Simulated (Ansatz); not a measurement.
## ScAl (Pm-3m), an elastic constant from a strain scan

Computed with DFT r2SCAN, scalar-relativistic, plane waves, PAW in Ansatz 0.2.0. Settings: plane waves to 500 eV, k-mesh 18×18×18 (Γ-centred), Gaussian smearing 0.15 eV. No spin polarisation. Energies are free energies at this smearing, counted from the undisturbed cell; pressure is positive in compression.

Zero of the scan (relaxed at this level; with this scan's settings it stands at 0.1 GPa; it needn't be the usual structure):

```
Sc Al
1.0
     3.36910    0.00000    0.00000
     0.00000    3.36910    0.00000
     0.00000    0.00000    3.36910
Sc Al
1 1
Cartesian
  1.6845 1.6845 1.6845
  0.0000 0.0000 0.0000
```

The cell is strained by ε times the Voigt pattern (0, 0, 0, 0, 0, 1) (xx, yy, zz, yz, xz, xy; engineering shear) with fractional coordinates fixed. The cell holds 2 atoms in V0 = 38.24 Å³. The stress column is τ = (1/V0) dE/dε, got from the stress tensor σ (compression positive) at each point as −det(1 + εP) σ : P(1 + εP)⁻¹, with P the pattern as a tensor.

| ε | ΔE (meV/atom) | τ (GPa) |
| --- | --- | --- |
| -0.0875 | 45.472 | -8.650 |
| -0.0750 | 33.469 | -7.439 |
| -0.0625 | 23.281 | -6.218 |
| -0.0500 | 14.920 | -4.988 |
| -0.0375 | 8.402 | -3.749 |
| -0.0250 | 3.737 | -2.503 |
| -0.0125 | 0.935 | -1.253 |
| 0.0000 | 0.000 | 0.000 |
| 0.0125 | 0.935 | 1.253 |
| 0.0250 | 3.737 | 2.503 |
| 0.0375 | 8.402 | 3.749 |
| 0.0500 | 14.920 | 4.988 |
| 0.0625 | 23.281 | 6.218 |
| 0.0750 | 33.469 | 7.439 |
| 0.0875 | 45.472 | 8.650 |
| 0.1000 | ? | ? |

Which combination of elastic constants does this scan measure, and how large is it?

For small ε, τ = τ0 + Kε with K = pᵀCp, which for this pattern is C44 in the cubic axes. The parabola through τ at ε = -0.0125, 0 and 0.0125 has slope K = 100 GPa at zero. The energies per cell, E = NΔE, of the same two points give K = 2[E(ε₊)/ε₊ − E(ε₋)/ε₋]/[(ε₊ − ε₋)V0] = 100 GPa, in agreement.

Predict the withheld row at ε = 0.1000 from the harmonic law, and compare.

ΔE = V0(τ0 ε + Kε²/2)/N = 59.804 meV/atom and τ = 10.02 GPa. The calculation gives 59.275 meV/atom and 9.85 GPa, a miss of 0.9 % of the harmonic energy, so the harmonic law still holds here.

In a metal these slopes depend on the k mesh and the smearing.